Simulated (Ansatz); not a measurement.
Method: DFT PBE, scalar-relativistic, plane waves, PAW in Ansatz. All cells share a 420 eV cutoff and Γ-centred k meshes spaced at most about 0.3 Å⁻¹ (2π included). No spin polarisation in the final relaxations.

All energies are static (0 K, no zero-point motion).

Compare these two cells of CdS, each relaxed at this level.

A.

```
Cd S
1.0
     0.00000    2.96313    2.96313
     2.96313    0.00000    2.96313
     2.96313    2.96313    0.00000
Cd S
1 1
Direct
  0.00000 0.00000 0.00000
  0.75000 0.75000 0.75000
```

B.

```
Cd S
1.0
     4.19712    0.00000    0.00000
    -2.09856    3.63481    0.00000
     0.00000    0.00000    6.82790
Cd S
2 2
Cartesian
  0.0000 2.4232 0.0284
  2.0986 1.2116 3.4424
  0.0000 2.4232 2.6003
  2.0986 1.2116 6.0143
```

Question: Which form is favoured at zero pressure, and by what margin per atom?

Answer: They are level within the accuracy (1 meV/atom apart, with B the lower in these runs). A has the zinc blende type, space group F-43m (No. 216), 26.0 Å³/atom and a gap of 1.04 eV on its mesh; B has the wurtzite type, space group P6_3mc (No. 186), 26.0 Å³/atom and a gap of 1.11 eV. In A, around Cd lie 4 S at 2.57 Å; S is surrounded by 4 Cd at 2.57 Å. In B, Cd is surrounded by 4 S at 2.57 Å; around S lie 4 Cd at 2.57 Å. Origin: A is a cell as deposited in COD, relaxed; B is a cell as deposited in COD, relaxed.

Kohn–Sham gaps at this level usually fall short of measured ones.
